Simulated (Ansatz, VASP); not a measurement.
# One calculation of Sb, two programs

```xyz
4
Lattice="3.3225 0.0000 0.0000 -1.6613 2.8774 0.0000 0.0000 0.0000 10.9355" Properties=species:S:1:pos:R:3 pbc="T T T"
Sb    0.0000    1.9183    1.3669
Sb    0.0000    1.9183    6.8347
Sb    1.6613    0.9591    4.1008
Sb    1.6613    0.9591    9.5685
```

Alike in both runs: task single point; functional PBEsol; k mesh 12 × 12 × 4; occupations gaussian, width 0.15 eV; no spin polarisation.

|  | VASP | Ansatz |
| --- | --- | --- |
| version | VASP 6.6.1 | Ansatz 0.2.0 |
| potentials or method | VASP PAW PBE potentials, release 64 (Sb) | scalar-relativistic, plane waves, PAW |
| plane-wave cutoff (eV) | 520 | 420 |
| valence electrons in the cell | 20 | 60 |

```tsv
	VASP	Ansatz	Ansatz less VASP
gap on the k mesh at the Fermi level (eV)	none	none	-
pressure (GPa)	0.0	0.0	+0.01
```

A gap of «none» marks a metal or a gap that the smearing closes. With one functional, cell and mesh, what is left measures potentials, basis and numerics. The two sets of potentials don't hold the same shells in valence.

Caveats: the PAW data sets were made with another functional, which shifts forces and pressure a little (VASP). The runs have no spin-orbit coupling, so splittings on Sb are missing.
